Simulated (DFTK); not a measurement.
C:

```
C
1.0
     0.00000    1.78337    1.78337
     1.78337    0.00000    1.78337
     1.78337    1.78337    0.00000
C
2
Direct
  0.75000 0.75000 0.75000
  0.50000 0.50000 0.50000
```

This isn't the form of C at room conditions, which is graphite.

Base run:

| Item | Value |
| --- | --- |
| Program | DFTK 0.8.2 |
| Functional | BJ06 |
| Potentials or basis | SG15 1.2 (PBE) |
| Cutoff | 1225 eV |
| k mesh | 13 × 13 × 13 |
| Occupations | fermi-dirac, width 0.05 eV |
| Spin | no spin polarisation |

Its results: band gap on the k mesh 4.10 eV, indirect (least direct gap 5.98 eV).

**Question.** The run is repeated on the same cell with these changes: functional from BJ06 to PBEsol. What comes out?

**Answer.** Band gap on the k mesh 4.00 eV, indirect (least direct gap 5.54 eV).

Caveats: the program leaves the constant c of mgga_x_tb09 at 1, so the potential is Becke-Johnson's (BJ06) and not Tran and Blaha's, with levels but no total energy (some runs).

Not every run made on this cell is shown here.
